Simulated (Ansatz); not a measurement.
**P_Si in Si3N4 (P6_3/m): charge-transition levels and formation energies**

Charge states of P_Si in Si3N4 (P6_3/m), set against the band edges. Model: a cell of 126 host atoms with 1 Si taken out and 1 P put in.

Main program and level: Ansatz 0.2.0; place-levels on PBEsol runs: charge-transition levels and formation energies with image-charge correction and potential alignment at the atomic sites; PAW set soft_1.

## 1. The starting structure

The cell holds 126 atoms: 53 Si, 72 N and 1 P. Its edges and angles: a = 13.206 Å, b = 13.206 Å, c = 8.731 Å, α = 90.0°, β = 90.0°, γ = 120.0°. It derives from Si3N4 (space group P6_3/m). Nearest the centre at fractional (0.353, 0.473, 0.583): P44 at 0.00 Å, N62 at 1.73 Å, N113 at 1.74 Å, N71 at 1.74 Å, N67 at 1.74 Å, Si86 at 2.91 Å, Si2 at 2.91 Å, Si56 at 3.00 Å.

Screening for the image-charge correction: ε∞ = (4.29, 4.29, 4.37), ε0 = (8.29, 8.29, 8.25), from a response run on this crystal (DFPT, PBEsol) at that run's own cell.

The cell's shortest repeat is 8.7 Å.

## 2. What was run first

Levels follow from differences of total energies between charge states, each relaxed by itself.

Each atom starts 0.05 Å or so off its site in a random direction: a symmetric start keeps its symmetry, and would miss off-centre moves and Jahn–Teller distortions. Forces are taken at one point at (¼, ¼, ¼). The cell holds 1 electron more than the neutral one, with a uniform background that keeps it neutral on the whole.

The sampling was tested on the host first: at the k-points planned (1x1x1 shifted 0.25 0.25 0.25) its energy lies 0.000 eV an atom from the dense-mesh value, under the bound of 0.02 eV set for this test; that bounds the host's error, not the defect's.

One state's input; the others differ in charge, spin, start and seed, and in occupations where the table says so.

Input file qm1.relax/input.yaml:

```yaml
crystal:
  lattice:
    - [11.43668588, 6.60297367, 0.0]
    - [-11.43668588, 6.60297367, 0.0]
    - [0.0, 0.0, 2.91025578]
  atoms:
    - { symbol: Si, position: [0.01950046, 0.80655545, 0.75] }
    - { symbol: Si, position: [0.3528338, 0.47322211, 0.75] }
    - { symbol: Si, position: [0.68616713, 0.13988878, 0.75] }
    - { symbol: Si, position: [0.21294502, 0.01950046, 0.25] }
    - { symbol: Si, position: [0.54627835, 0.68616713, 0.25] }
    - { symbol: Si, position: [0.87961168, 0.3528338, 0.25] }
    - { symbol: Si, position: [0.13988878, 0.45372165, 0.25] }
    - { symbol: Si, position: [0.47322211, 0.12038832, 0.25] }
    - { symbol: Si, position: [0.80655545, 0.78705498, 0.25] }
    - { symbol: Si, position: [0.19344455, 0.21294502, 0.75] }
    - { symbol: Si, position: [0.52677789, 0.87961168, 0.75] }
    - { symbol: Si, position: [0.86011122, 0.54627835, 0.75] }
    - { symbol: Si, position: [0.12038832, 0.6471662, 0.75] }
    - { symbol: Si, position: [0.45372165, 0.31383287, 0.75] }
    - { symbol: Si, position: [0.78705498, 0.98049954, 0.75] }
    - { symbol: Si, position: [0.31383287, 0.86011122, 0.25] }
    - { symbol: Si, position: [0.6471662, 0.52677789, 0.25] }
    - { symbol: Si, position: [0.98049954, 0.19344455, 0.25] }
    - { symbol: "N", position: [0.0, 0.66666667, 0.75] }
    - { symbol: "N", position: [0.33333333, 0.33333333, 0.75] }
    - { symbol: "N", position: [0.66666667, 0.0, 0.75] }
    - { symbol: "N", position: [0.0, 0.33333333, 0.25] }
    - { symbol: "N", position: [0.33333333, 0.0, 0.25] }
    - { symbol: "N", position: [0.66666667, 0.66666667, 0.25] }
    - { symbol: "N", position: [0.21345843, 0.45653274, 0.75] }
    - { symbol: "N", position: [0.54679176, 0.12319941, 0.75] }
    - { symbol: "N", position: [0.8801251, 0.78986608, 0.75] }
    - { symbol: "N", position: [0.09025902, 0.8801251, 0.25] }
    - { symbol: "N", position: [0.42359235, 0.54679176, 0.25] }
    - { symbol: "N", position: [0.75692569, 0.21345843, 0.25] }
    - { symbol: "N", position: [0.12319941, 0.57640765, 0.25] }
    - { symbol: "N", position: [0.45653274, 0.24307431, 0.25] }
    - { symbol: "N", position: [0.78986608, 0.90974098, 0.25] }
    - { symbol: "N", position: [0.21013392, 0.09025902, 0.75] }
    - { symbol: "N", position: [0.54346726, 0.75692569, 0.75] }
    - { symbol: "N", position: [0.87680059, 0.42359235, 0.75] }
    - { symbol: "N", position: [0.1198749, 0.21013392, 0.25] }
    - { symbol: "N", position: [0.45320824, 0.87680059, 0.25] }
    - { symbol: "N", position: [0.78654157, 0.54346726, 0.25] }
    - { symbol: "N", position: [0.24307431, 0.78654157, 0.75] }
    - { symbol: "N", position: [0.57640765, 0.45320824, 0.75] }
    - { symbol: "N", position: [0.90974098, 0.1198749, 0.75] }
  supercell: [1, 1, 3]
  defects: [{ substitution: { at: 43, symbol: P } }]
total_charge: -1
basis:
  ecutwfc: 420
  xc_grid: 2
hamiltonian:
  xc: pbesol
  pseudopotentials: { kind: paw, azcp: { folder: soft_1 }, xc_functional: pbe }
kpoints:
  mp_grid: { grid: [1, 1, 1], shift: [0.25, 0.25, 0.25] }
scf:
  occupations: { method: fixed }
  max_iter: 80
output:
  forces: true
  charged_corrections: { epsilon: [4.29, 4.29, 4.37], static_epsilon: [8.29, 8.29, 8.25] }
relax:
  f_tol: 0.02
  max_steps: 80
  random_displacement: { amplitude: 0.05, seed: 7674 }
checkpoint:
  write: "../qm1.relax.run"
  compress: false
  write_wavefunctions: true
  write_every: 100000
```

Launch:

```console
$ ansatz run input.yaml --threads 8 --pin off --max-ram 22609MiB --backend cpu --events-out ev --progress --plain --runs-dir out
```

The relaxed structure is kept and the sampling changed to a 2×2×2 shifted mesh.

The run of this state that the levels use, under PBEsol:

Input file qm1.point/input.yaml:

```yaml
crystal:
  checkpoint: "../qm1.relax.run"
  host: checkpoint
total_charge: -1
basis:
  ecutwfc: 420
  xc_grid: 2
hamiltonian:
  xc: pbesol
  pseudopotentials: { kind: paw, azcp: { folder: soft_1 }, xc_functional: pbe }
kpoints:
  mp_grid: { grid: [2, 2, 2], shift: [0.5, 0.5, 0.5] }
scf:
  occupations: { method: fermi_dirac, width: 0.01 }
  max_iter: 80
output:
  forces: true
  eigenvalues: true
  charged_corrections:
    epsilon: [4.29, 4.29, 4.37]
    static_epsilon: [8.29, 8.29, 8.25]
    defect_position: [0.352834, 0.473222, 0.583333]
  eigenstates: { localisation: true }
  populations: true
  band_densities: [{ bands: [v1, v1] }, { bands: [c1, c1] }]
  write_density: true
  write_potential: true
  volumetric_format: npy
checkpoint:
  read: "../qm1.relax.run"
  write: "../qm1.point.run"
  compress: false
  write_wavefunctions: false
  write_every: 100000
```

Relaxations under PBEsol at one point at (¼, ¼, ¼); times on 8 threads of Arm Neoverse V2, shared host:

```
charge  moment (μB)  occupations    outcome  steps  largest displacement against the far atoms (Å)     time
    −1            0        fixed  converged     18                                            0.99  4.4 min
     0            1        fixed  converged     16                                            0.18  8.5 min
    +1            0        fixed  converged      5                                            0.08     88 s
```

Single points under PBEsol at a 2×2×2 shifted mesh; times on 8 threads of Arm Neoverse V2, shared host:

```
charge  moment (μB)  occupations    outcome     time
    −1            0  fermi-dirac  converged    2 min
     0            1  fermi-dirac  converged  4.7 min
    +1            0  fermi-dirac  converged  2.1 min
```

Distances (Å) from P44 to the nearest atoms after relaxation with PBEsol:

```
charge  moment (μB)      1.      2.      3.      4.       5.       6.
    −1            0  N 1.71  N 1.74  N 1.75  N 2.57  Si 2.85  Si 2.87
     0            1  N 1.70  N 1.76  N 1.76  N 1.76  Si 2.92  Si 2.92
    +1            0  N 1.66  N 1.67  N 1.67  N 1.67  Si 2.91  Si 2.91
```

## 3. Placing the levels, PBEsol

A charged cell interacts with its images and the background, and its potential has another zero than the host's. place-levels removes the first by a point-charge model, screened by the static dielectric constant since the ions have relaxed around the charge, and the second by comparing potentials at atoms far from the defect.

The host is a run of the defect-free crystal in the same cutoffs, grids and k-points, so that basis and sampling errors cancel in part in the differences. Its band edges come from a run of the primitive cell that searches the zone for them. The host is run in a cell of 42 atoms on a matching mesh. Chemical potentials are energies per atom of Si (diamond) and P (black phosphorus), run with the same functional and cutoff.

Input file levels.point.yaml:

```yaml
host:
  run: host.point.run
  levels_from: { run: edges.point.run }
states: [qm1.point.run, q0_M1.point.run, qp1.point.run]
geometry_from:
  qm1.point.run: qm1.relax.run
  q0_M1.point.run: q0_M1.relax.run
  qp1.point.run: qp1.relax.run
  host.point.run: host.relax.run
chemical_potentials:
  Si:
    energy: -621.49341
    dataset: <sha256 of the dataset>
  P:
    energy: -740.035429
    dataset: "<sha256 of the dataset>"
epsilon: [4.29, 4.29, 4.37]
static_epsilon: [8.29, 8.29, 8.25]
vertical:
  - { from: qm1.point.run, to: qm1.point_neutral.run }
  - { from: qp1.point.run, to: qp1.point_neutral.run }
```

Launch:

```console
$ ansatz place-levels levels.point.yaml -- --threads 8 --pin off --max-ram 22609MiB
```

Numbers of over 12 decimals in the logs are rounded to 6 here.

The log of the run:

```text
[... repeated set-up lines and file paths are left out, and long positions are rounded to six places ...]
(+1/0) 3.793 eV above the valence edge, 0.393 eV under the conduction edge; not on the lower envelope
(0/-1) 2.793 eV above the valence edge, 1.393 eV under the conduction edge; not on the lower envelope
(+1/-1) 3.293 eV above the valence edge, 0.893 eV under the conduction edge: charges between them are lowest nowhere
formation energy of charge +1: +0.806 eV with the Fermi level at the valence edge
formation energy of charge 0: +4.599 eV with the Fermi level at the valence edge
formation energy of charge -1: +7.392 eV with the Fermi level at the valence edge
vertical -1 to 0: no energy, since no alignment is typed
  the change from vertical[0].from (qm1.point.run) to vertical[0].to (qm1.point_neutral.run): by its potential at epsilon [4.29, 4.29, 4.37] it stands at 0.412 0.500 0.476, with an rms radius of about 2.5 Å (1.7 1.1 1.4 Å across the planes of the cell's [...]
vertical +1 to 0: no energy, since no alignment is typed
  the change from vertical[1].from (qp1.point.run) to vertical[1].to (qp1.point_neutral.run): by its potential at epsilon [4.29, 4.29, 4.37] it stands at 0.380 0.522 0.583, with an rms radius of about 4.5 Å (2.5 2.1 3.1 Å across the planes of the cell's [...]
  edges by pbesol of host.levels_from (edges.point.run), its mesh sampled to repeats of 26.19 Å (the valence edge +0.130 eV and the conduction edge -0.336 eV from those of the host's own run), gap 4.186 eV; the host is sampled to repeats of 26.41 Å
  the defect's cells are sampled to repeats of 26.41 Å, like sampling
  charge +1: -61090.2467 eV with its correction of +0.208 eV, at epsilon [8.29, 8.29, 8.25], aligned at sites: -0.0106 eV, mean over 89 atomic sites at or beyond 4.37 Å from the defect at [0.3528, 0.4732, 0.5833], with -0.004992 for the charge's moments and [...]
  charge 0: +0.000 eV for its dipole among its images, +0.000 omitted
  charge -1: -61067.4168 eV with its correction of +0.157 eV, at epsilon [8.29, 8.29, 8.25], aligned at sites: +0.0617 eV, mean over 89 atomic sites at or beyond 4.37 Å from the defect at [0.3528, 0.4732, 0.5833], with +0.005327 for the charge's moments and [...]
  of states[2] (qp1.point.run): it parts from the run at its places by a charge that spreads by about 3.1 Å along one vector (1.5 Å or more is wide), by its potential at epsilon [4.29, 4.29, 4.37], taken for that of held ions (one typed too small widens it), [...]
  of states[1] (q0_M1.point.run): stability_check_not_made
  of states[0] (qm1.point.run): the far atoms show a dipole or second moment of the defect's charge, for which the correction takes or leaves out 0.114 eV: further moments aren't read, and the relaxed atoms' own pattern can pass for one, so compare a larger [...]
  of vertical[1].from (qp1.point.run): it parts from the run at its places by a charge that spreads by about 3.1 Å along one vector (1.5 Å or more is wide), by its potential at epsilon [4.29, 4.29, 4.37], taken for that of held ions (one typed too small [...]
  vertical[1].to (qp1.point_neutral.run): levels filled in part (TS 0.004 eV): its energy is of no whole electron's
```

Wall time 0.43 s (8 threads of Arm Neoverse V2, shared host).

Levels between the charges placed, in eV above the valence top:

```
        gap (eV)  (+1/0)  (0/−1)
PBEsol      4.19    3.79    2.79
```

Corrections by state:

```
charge  moment (μB)  image terms and alignment (eV)  band filling (eV)                               ε used  over the lowest of its charge, as the program ranks them, band filling apart (eV)
    +1          0.0                           0.208                  -  principal values (8.25, 8.29, 8.29)                                                                              0.000
     0          1.0                           0.000                  -                                    -                                                                              0.000
    −1          0.0                           0.157                  -  principal values (8.25, 8.29, 8.29)                                                                              0.000
```

The charged structures listed were also run neutral, and place-levels reads from each pair, by the potential or the spins, how wide the charge is by which they differ; that can be the carrier of either run.

```
charge  rms radius (Å)  spread where it is widest against the cell (Å)  wide from (Å)  reading
    +1             4.5                                            3.08           1.51     wide
    −1             2.5                                            1.41           1.51   narrow
```

The neutral runs of these pairs need not share the spin of the lowest neutral state, and very wide values only mean spread over the cell.

From the program's caveats on the states, each cut to its opening words:

- charge +1: it parts from the run at its places by a charge that spreads by about 3.1 Å along one vector (1.5 Å or more is wide), by its potential at epsilon [4.29, 4.29, [...]
- charge 0 (1 μB): flagged: stability check not made
- charge −1: the far atoms show a dipole or second moment of the defect's charge, for which the correction takes or leaves out 0.114 eV: further moments aren't read, and [...]

The host's formation energy from the elements is -1.218 eV per atom; it sets how far the chemical potentials can move.

Limit set by the element alone; other compounds of these elements are not counted. Chemical potentials from the elements' reference states: N 0.00 eV, Si -2.84 eV, P 0.00 eV. Formation energy by charge state (N-rich; gap 4.19 eV):

```
charge  at valence top (eV)  at conduction bottom (eV)  correction included (eV)
    +1                -2.04                       2.15                      0.21
     0                 1.76                       1.76                      0.00
    −1                 4.55                       0.36                      0.16
```

Fermi level (eV), lowest formation energy (eV) and a bar from the least value:
```
     0.00      -2.04 
     0.38      -1.66 ####
     0.76      -1.28 #######
     1.14      -0.89 ###########
     1.52      -0.51 ##############
     1.90      -0.13 ##################
     2.28       0.25 ######################
     2.67       0.63 #########################
     3.05       1.01 #############################
     3.43       1.12 ##############################
     3.81       0.74 ##########################
     4.19       0.36 #######################
```

Limit set by the element alone; other compounds of these elements are not counted. Chemical potentials from the elements' reference states: Si 0.00 eV, N -2.13 eV, P 0.00 eV. Formation energy by charge state (Si-rich; gap 4.19 eV):

```
charge  at valence top (eV)  at conduction bottom (eV)  correction included (eV)
    +1                 0.81                       4.99                      0.21
     0                 4.60                       4.60                      0.00
    −1                 7.39                       3.21                      0.16
```

```tsv
Fermi level (eV)	lowest formation energy (eV)
0.00	0.81
0.38	1.19
0.76	1.57
1.14	1.95
1.52	2.33
1.90	2.71
2.28	3.09
2.67	3.47
3.05	3.85
3.43	3.97
3.81	3.59
4.19	3.21
```

## 4. Effect of the sampling

The relaxations' own energies give the levels at their sampling, for comparison.

Input file levels.relax_mesh.yaml:

```yaml
host:
  run: host.relax.run
  levels_from: { run: edges.relax.run }
states: [qm1.relax.run, q0_M1.relax.run, qp1.relax.run]
chemical_potentials:
  Si:
    energy: -621.49341
    dataset: <sha256 of the dataset>
  P:
    energy: -740.035429
    dataset: "<sha256 of the dataset>"
```

Launch:

```console
$ ansatz place-levels levels.relax_mesh.yaml -- --threads 8 --pin off --max-ram 22609MiB
```

The log of the run:

```text
[...]
formation energy of charge +1: +0.806 eV with the Fermi level at the valence edge
formation energy of charge 0: +4.601 eV with the Fermi level at the valence edge
formation energy of charge -1: +7.392 eV with the Fermi level at the valence edge
  edges by pbesol of host.levels_from (edges.relax.run), its mesh sampled to repeats of 26.19 Å (the valence edge +0.231 eV and the conduction edge -0.359 eV from those of the host's own run), gap 4.186 eV; the host is sampled to repeats of 15.83 Å
[... the lines on each state left out ...]
```

It took 0.15 s on 8 threads.

Levels between neighbouring charges, in eV above the valence top:

```
                        gap (eV)  (+1/0)  (0/−1)
one point at (¼, ¼, ¼)      4.19    3.79    2.79
  a 2×2×2 shifted mesh      4.19    3.79    2.79
```

Going from one point at (¼, ¼, ¼) to a 2×2×2 shifted mesh moves the levels that carry no band-filling term by up to 0.00 eV and formation energies against the elements by up to 0.00 eV.

## 5. Summary of results

```json
{
  "gap of the host": "4.19 eV (PBEsol)",
  "level (plus 1/0)": "3.79 eV above the valence top, not a change between lowest states",
  "level (0/minus 1)": "2.79 eV above the valence top, not a change between lowest states",
  "level (plus 1/minus 1)": "3.29 eV above the valence top",
  "lowest of the charges placed, just above the valence top (0.02 eV)": "+1",
  "lowest of the charges placed, just below the conduction bottom (0.02 eV)": "−1",
  "lowest formation energy at mid-gap of the charges run, N-rich": "0.06 eV",
  "lowest formation energy at mid-gap of the charges run, Si-rich": "2.90 eV"
}
```

What this shows: Of the charges placed (−1, 0 and +1), the lowest changes at 3.29 eV (+1/−1) above the valence top, in a gap of 4.19 eV. (+1/−1) passes over charge 0, which lies 0.50 eV above the two there; a lower structure or spin state of it, if missed, would change that. Charges above +1 and below −1 were not placed, so these runs say nothing of levels that involve them. States placed: +1 at 0 μB; 0 at 1 μB; −1 at 0 μB. Other spin states or structures, where not listed, weren't placed. P is taken at its element; compounds, which aren't counted here, bound the chemical potentials and would shift these formation energies. Going from one point at (¼, ¼, ¼) to a 2×2×2 shifted mesh moves the levels that carry no band-filling term by up to 0.00 eV and formation energies against the elements by up to 0.00 eV. Limits: the images are only 8.7 Å apart; PBEsol makes the gap too small and tends to spread out bound carriers; where a gas molecule sets a chemical potential or the host's formation energy, its binding is uncorrected.

[Logs are printed without paths, hosts, clocks, repeated set-up lines and the standing remarks that a program may print on its own settings, such as how far it seeks lower states.]

[Hosts, paths, dates, database ids (printed as entryN), source tags and the programs' standing remarks are cut or masked in the printed files.]

[Where a table of states has a column of steps, it counts the stored structures, which are thinned; the runs took as many ionic steps or more.]

[A defect's name tells the site on which it was built; relaxed atoms can leave that site.]

[For some hosts the program warned that the k-mesh of the response run may be too coarse for force constants and the static dielectric constant; such warnings are not shown here.]
